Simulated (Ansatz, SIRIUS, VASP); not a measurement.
# Al and the functional, program beside program

```cif
data_structure
_symmetry_space_group_name_H-M 'Fm-3m'
_symmetry_Int_Tables_number 225
_cell_length_a 4.0496
_cell_length_b 4.0496
_cell_length_c 4.0496
_cell_angle_alpha 90.000
_cell_angle_beta 90.000
_cell_angle_gamma 90.000
_cell_volume 66.41
loop_
_atom_site_label
_atom_site_type_symbol
_atom_site_symmetry_multiplicity
_atom_site_Wyckoff_symbol
_atom_site_fract_x
_atom_site_fract_y
_atom_site_fract_z
_atom_site_occupancy
Al1 Al 4 a 0.00000 0.00000 0.00000 1
```

Kept alike: task band structure; k mesh 11 × 11 × 11; occupations fermi-dirac, width 0.05 eV; no spin polarisation. The mesh is that of the run's cell of 1 atom. No spin-orbit coupling.

- A: Ansatz, all-electron LAPW, scalar-relativistic
- B: SIRIUS, PseudoDojo 0.4.1 PBE standard (scalar relativistic), made for PBE, cutoff 557 eV
- C: VASP; LDA PAW files Al, 520 eV (LDA); PBE PAW files Al, 520 eV (PBE, PBEsol)

| functional | A: pressure (GPa) | B: pressure (GPa) | C: pressure (GPa) |
| --- | --- | --- | --- |
| LDA | -3.64 | -1.13 | -3.61 |
| PBE | -0.43 | -0.66 | -0.46 |
| PBEsol | -1.92 | -1.49 | -1.87 |

Pressure is positive in compression; plane-wave values hold the error of the finite cutoff. Values on potentials made for another functional: some of B; some of C. For a metal such a mesh leaves the last digits unconverged.

How large is the effect of the functional, and do the programs agree on it?

From LDA to PBE the pressure moves by +3.21 in A, +0.47 in B, +3.15 in C (GPa). Row by row the programs differ by 0.23 to 2.51, and the shifts point the same way but differ by 85 % of the larger. Shifts from LDA: PBE +3.21, +0.47, +3.15; PBEsol +1.72, -0.36, +1.74; the programs' shifts differ by up to 2.74, some in sign.
